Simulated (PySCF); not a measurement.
**pyrrolidine (C₄H₉N): electronic excitations and core binding energies**

Aim: predict the electronic excitations and core binding energies of pyrrolidine (C₄H₉N) (`C1CCNC1`).

Programs: PySCF 2.14.0, with density-fitted response routines of our own. Each step states its level of theory. These are calculated values for one molecule in the gas phase, unless marked as measured. Atoms count from 0, in the outputs and in this text.

### Step 1. The molecule as given

14 atoms, charge 0, multiplicity 1; geometry from: GFN2-xTB.

Bonds of the start (Å): C0–C1 1.54, C1–C2 1.54, C2–N3 1.45, N3–C4 1.45, C4–C0 1.54, C0–H5 1.09, C0–H6 1.09, C1–H7 1.09, C1–H8 1.09, C2–H9 1.09, C2–H10 1.09, N3–H11 1.02, C4–H12 1.09, C4–H13 1.09.

### Step 2. TDDFT and polarisability: CAM-B3LYP/def2-SVPD

Job settings and geometry (Å):

```
{"job": {"kind": "uv", "xc": "CAM-B3LYP", "basis": "def2-SVPD", "nstates": 8, "ntriplets": 3}, "charge": 0, "multiplicity": 1}
C     -0.217534    -1.152190     0.128056
C      1.113612    -0.382057     0.072480
C      0.684477     1.101643     0.035593
N     -0.673898     1.128877    -0.481663
C     -1.291221    -0.041381     0.120755
H     -0.330505    -1.794389    -0.745764
H     -0.296797    -1.774792     1.016850
H      1.672020    -0.637966    -0.828257
H      1.746737    -0.590336     0.932541
H      0.654947     1.506746     1.051359
H      1.344693     1.724576    -0.566642
H     -0.649120     1.010987    -1.491557
H     -2.197623    -0.324025    -0.413365
H     -1.560467     0.223834     1.147446
```

Method: TDDFT CAM-B3LYP/def2-SVPD, vertical, gas phase, core orbitals frozen in the response.

**Question.** This job is followed by: delta-SCF UKS SCAN, pcX-2 on the ionised atom, pcseg-1 elsewhere, spin-free X2C. Predict these results of the whole session: lowest singlet (CAM-B3LYP/def2-SVPD); brightest single state of those computed; lowest triplet; C1s binding energies, SCAN/pcX-2; N1s binding energies, SCAN/pcX-2.

The runs gave:

| quantity | value |
| --- | --- |
| lowest singlet (CAM-B3LYP/def2-SVPD) | 6.13 eV (202 nm), f = 0.014 |
| brightest single state of those computed | state 2, 7.19 eV, f = 0.038 |
| lowest triplet | 5.91 eV |
| C1s binding energies, SCAN/pcX-2 | C2 291.08, C0 290.34 eV |
| N1s binding energies, SCAN/pcX-2 | N3 404.57 eV |

The first singlet state (HOMO→LUMO 0.85, HOMO→LUMO+3 0.11) lies at 6.13 eV and is weak; of the 8 states computed, the strongest absorption comes from state 2 at 7.19 eV. The lowest triplet lies 0.22 eV below the lowest singlet (triplets in Tamm-Dancoff, singlets in full TDDFT). The C1s levels kept as sound span 0.74 eV, from C0 (sp3 CH2 in a ring) up to C2 (sp3 CH2 bonded to N).
